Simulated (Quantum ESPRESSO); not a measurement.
# Mn (P6_3/mmc) in Quantum ESPRESSO: reference runs, part 2 of 2

Quantum ESPRESSO 7.5.

## 3. Single point, PBE, collinear spin, ferromagnetic start (atoms moved at random, drawn with an rms of 0.05 Å)

pw.in reads:

```
&CONTROL
  calculation = 'scf'
  prefix = 'pwscf'
  outdir = './tmp'
  pseudo_dir = './pseudo'
  tprnfor = .true.
  tstress = .true.
  disk_io = 'nowf'
/
&SYSTEM
  ibrav = 0
  nat = 2
  ntyp = 1
  ecutwfc = 65
  ecutrho = 780
  nbnd = 25
  occupations = 'smearing'
  smearing = 'fd'
  degauss = 0.00367493
  nspin = 2
  starting_magnetization(1) = 0.2667
/
&ELECTRONS
  conv_thr = 4d-10
  electron_maxstep = 120
  mixing_beta = 0.3
/
ATOMIC_SPECIES
Mn    54.9380 mn_pbe_v1.5.uspp.F.UPF
CELL_PARAMETERS angstrom
   2.4836457705    0.0000000000    0.0000000000
  -1.2418228853    2.1509003313    0.0000000000
   0.0000000000    0.0000000000    4.0261950000
ATOMIC_POSITIONS crystal
Mn     0.3406050000    0.6765870000    0.2463550000
Mn     0.7231940000    0.3678500000    0.7501900000
K_POINTS automatic
12 12 7 0 0 0
```

Potentials or basis: SSSP 1.3 efficiency PBE.

On the command line:

```bash
$ OMP_NUM_THREADS=1 mpirun -n 2 pw.x -nk 2 -in pw.in > pw.out
```

pw.out:

```text
This program is part of the open-source Quantum ESPRESSO suite
     for quantum simulation of materials; please cite
         "P. Giannozzi et al., J. Phys.:Condens. Matter 21 395502 (2009);
         "P. Giannozzi et al., J. Phys.:Condens. Matter 29 465901 (2017);
         "P. Giannozzi et al., J. Chem. Phys. 152 154105 (2020);
     in publications or presentations arising from this work. More details at

     K-points division:     npool     =       2
     Subspace diagonalization in iterative solution of the eigenvalue problem:
     a serial algorithm will be used

     G-vector sticks info
     --------------------
     sticks:   dense  smooth     PW     G-vecs:    dense   smooth      PW
     Sum        1177     385    121                53395    10191    1785

     Using Slab Decomposition

     bravais-lattice index     =            0
     lattice parameter (alat)  =       4.6934  a.u.
     unit-cell volume          =     145.1448 (a.u.)^3
     number of atoms/cell      =            2
     number of atomic types    =            1
     number of electrons       =        30.00
     number of Kohn-Sham states=           25
     kinetic-energy cutoff     =      65.0000  Ry
     charge density cutoff     =     780.0000  Ry
     scf convergence threshold =      4.0E-10
     mixing beta               =       0.3000
     number of iterations used =            8  plain     mixing
     Exchange-correlation=  SLA  PW   PBX  PBC
                           (   1   4   3   4   0   0   0)

     celldm(1)=   4.693410  celldm(2)=   0.000000  celldm(3)=   0.000000
     celldm(4)=   0.000000  celldm(5)=   0.000000  celldm(6)=   0.000000

     crystal axes: (cart. coord. in units of alat)
               a(1) = (   1.000000   0.000000   0.000000 )
               a(2) = (  -0.500000   0.866025   0.000000 )
               a(3) = (   0.000000   0.000000   1.621083 )

     reciprocal axes: (cart. coord. in units 2 pi/alat)
               b(1) = (  1.000000  0.577350 -0.000000 )
               b(2) = (  0.000000  1.154701  0.000000 )
               b(3) = (  0.000000 -0.000000  0.616872 )

     PseudoPot. # 1 for Mn read from file:
     mn_pbe_v1.5.uspp.F.UPF
     Pseudo is Ultrasoft + core correction, Zval = 15.0
     Generated by new atomic code, or converted to UPF format
     Using radial grid of  859 points,  6 beta functions with:
                l(1) =   0
                l(2) =   0
                l(3) =   1
                l(4) =   1
                l(5) =   2
                l(6) =   2
     Q(r) pseudized with  8 coefficients,  rinner =    0.950   0.950   0.950
                                                       0.950   0.950

     atomic species   valence    mass     pseudopotential
     Mn               15.00    54.93800     Mn( 1.00)

     Starting magnetic structure
     atomic species   magnetization
     Mn              0.267

     No symmetry found

   Cartesian axes

     site n.     atom                  positions (alat units)
         1        Mn     tau(   1) = (   0.0023115   0.5859415   0.3993618  )
         2        Mn     tau(   2) = (   0.5392690   0.3185674   1.2161200  )

     number of k points=   506  Fermi-Dirac smearing, width (Ry)=  0.0037

     Number of k-points >= 100: set verbosity='high' to print them.

     Dense  grid:    53395 G-vectors     FFT dimensions: (  45,  45,  72)

     Smooth grid:    10191 G-vectors     FFT dimensions: (  25,  25,  40)

     Check: negative core charge=   -0.000024
     Generating pointlists ...
     new r_m :   0.3984 (alat units)  1.8699 (a.u.) for type    1

     Initial potential from superposition of free atoms

     starting charge      28.9998, renormalised to      30.0000
     Starting wfcs are   26 randomized atomic wfcs

     Self-consistent Calculation

     iteration #  1     ecut=    65.00 Ry     beta= 0.30
     Davidson diagonalization with overlap
     ethr =  1.00E-02,  avg # of iterations =  5.0

     total energy              =    -421.90457659 Ry
     estimated scf accuracy    <       2.65116442 Ry

     total magnetization       =     3.17 Bohr mag/cell
     absolute magnetization    =     3.20 Bohr mag/cell

     iteration #  2     ecut=    65.00 Ry     beta= 0.30
     Davidson diagonalization with overlap
     ethr =  8.84E-03,  avg # of iterations =  1.9

     total energy              =    -422.30126325 Ry
     estimated scf accuracy    <       0.06255129 Ry

     total magnetization       =     4.59 Bohr mag/cell
     absolute magnetization    =     4.61 Bohr mag/cell

     iteration #  3     ecut=    65.00 Ry     beta= 0.30
     Davidson diagonalization with overlap
     ethr =  2.09E-04,  avg # of iterations =  2.6

     total energy              =    -422.33994879 Ry
     estimated scf accuracy    <       0.04621081 Ry

     total magnetization       =     4.12 Bohr mag/cell
     absolute magnetization    =     4.14 Bohr mag/cell

     iteration #  4     ecut=    65.00 Ry     beta= 0.30
     Davidson diagonalization with overlap
     ethr =  1.54E-04,  avg # of iterations =  1.2

     total energy              =    -422.37450738 Ry
     estimated scf accuracy    <       0.02683201 Ry

     total magnetization       =     2.66 Bohr mag/cell
     absolute magnetization    =     2.72 Bohr mag/cell

     iteration #  5     ecut=    65.00 Ry     beta= 0.30
     Davidson diagonalization with overlap
     ethr =  8.94E-05,  avg # of iterations =  1.7

     total energy              =    -422.39039902 Ry
     estimated scf accuracy    <       0.07285894 Ry

     total magnetization       =     1.76 Bohr mag/cell
     absolute magnetization    =     1.82 Bohr mag/cell

     iteration #  6     ecut=    65.00 Ry     beta= 0.30
     Davidson diagonalization with overlap
     ethr =  8.94E-05,  avg # of iterations =  1.1

     total energy              =    -422.37660738 Ry
     estimated scf accuracy    <       0.01906140 Ry

     total magnetization       =     1.56 Bohr mag/cell
     absolute magnetization    =     1.62 Bohr mag/cell

     iteration #  7     ecut=    65.00 Ry     beta= 0.30
     Davidson diagonalization with overlap
     ethr =  6.35E-05,  avg # of iterations =  1.6

     total energy              =    -422.40623360 Ry
     estimated scf accuracy    <       0.00234861 Ry

     total magnetization       =     0.09 Bohr mag/cell
     absolute magnetization    =     0.20 Bohr mag/cell
[... 68 lines left out ...]
     total magnetization       =    -0.01 Bohr mag/cell
     absolute magnetization    =     0.01 Bohr mag/cell

     iteration # 15     ecut=    65.00 Ry     beta= 0.30
     Davidson diagonalization with overlap
     ethr =  1.15E-09,  avg # of iterations =  2.0

     total energy              =    -422.40940778 Ry
     estimated scf accuracy    <       0.00000005 Ry

     total magnetization       =     0.00 Bohr mag/cell
     absolute magnetization    =     0.01 Bohr mag/cell

     iteration # 16     ecut=    65.00 Ry     beta= 0.30
     Davidson diagonalization with overlap
     ethr =  1.70E-10,  avg # of iterations =  2.0

     total energy              =    -422.40940779 Ry
     estimated scf accuracy    <       0.00000002 Ry

     total magnetization       =     0.00 Bohr mag/cell
     absolute magnetization    =     0.01 Bohr mag/cell

     iteration # 17     ecut=    65.00 Ry     beta= 0.30
     Davidson diagonalization with overlap
     ethr =  6.88E-11,  avg # of iterations =  2.0

     total energy              =    -422.40940785 Ry
     estimated scf accuracy    <          6.4E-09 Ry

     total magnetization       =    -0.00 Bohr mag/cell
     absolute magnetization    =     0.01 Bohr mag/cell

     iteration # 18     ecut=    65.00 Ry     beta= 0.30
     Davidson diagonalization with overlap
     ethr =  2.13E-11,  avg # of iterations =  2.0

     total energy              =    -422.40940786 Ry
     estimated scf accuracy    <          7.4E-10 Ry

     total magnetization       =     0.00 Bohr mag/cell
     absolute magnetization    =     0.01 Bohr mag/cell

     iteration # 19     ecut=    65.00 Ry     beta= 0.30
     Davidson diagonalization with overlap
     ethr =  2.45E-12,  avg # of iterations =  1.1

     Magnetic moment per site  (integrated on atomic sphere of radius R)
     atom   1 (R=0.398)  charge= 13.2307  magn=  0.0029
     atom   2 (R=0.398)  charge= 13.2306  magn= -0.0029

     End of self-consistent calculation

     Number of k-points >= 100: set verbosity='high' to print the bands.

     the Fermi energy is    20.0122 ev

!    total energy              =    -422.40940786 Ry
     estimated scf accuracy    <          3.7E-10 Ry
     smearing contrib. (-TS)   =      -0.00166100 Ry
     internal energy E=F+TS    =    -422.40774687 Ry

     The total energy is F=E-TS. E is the sum of the following terms:
     one-electron contribution =    -153.84772396 Ry
     hartree contribution      =      95.98072118 Ry
     xc contribution           =     -53.01333443 Ry
     ewald contribution        =    -311.52740965 Ry

     total magnetization       =     0.00 Bohr mag/cell
     absolute magnetization    =     0.01 Bohr mag/cell

     convergence has been achieved in  19 iterations

     Forces acting on atoms (cartesian axes, Ry/au):

     atom    1 type  1   force =     0.00712089    0.00410553    0.00136671
     atom    2 type  1   force =    -0.00712089   -0.00410553   -0.00136671

     Total force =     0.011784     Total SCF correction =     0.000014

     Computing stress (Cartesian axis) and pressure

          total   stress  (Ry/bohr**3)                   (kbar)     P=      -10.62
   0.00000737   0.00008633   0.00001528            1.08       12.70        2.25
   0.00008633  -0.00009196   0.00000881           12.70      -13.53        1.30
   0.00001528   0.00000881  -0.00013206            2.25        1.30      -19.43

=------------------------------------------------------------------------------=
   JOB DONE.
=------------------------------------------------------------------------------=
```

Wall time 10 min (2 MPI ranks of Arm Neoverse N1, shared host); peak memory 0.8 GiB.

Results:

```yaml
Free_energy: -5747.1728 eV
Pressure: -1.1 GPa
Largest_force: 0.214 eV/Å
Band_gap_on_the_k_mesh: none (metal or under the smearing width)
Net_moment: 0.00 μB per cell
Absolute_moment: 0.01 μB per cell
Valence_electrons_inside_the_program's_atomic_spheres: Mn 13.23
```

Forces on the atoms (eV/Å):
```
Mn   0.183  0.106  0.035
Mn  -0.183 -0.106 -0.035
```

Caveat: the starting moments collapsed, and a magnetic state may lie lower.
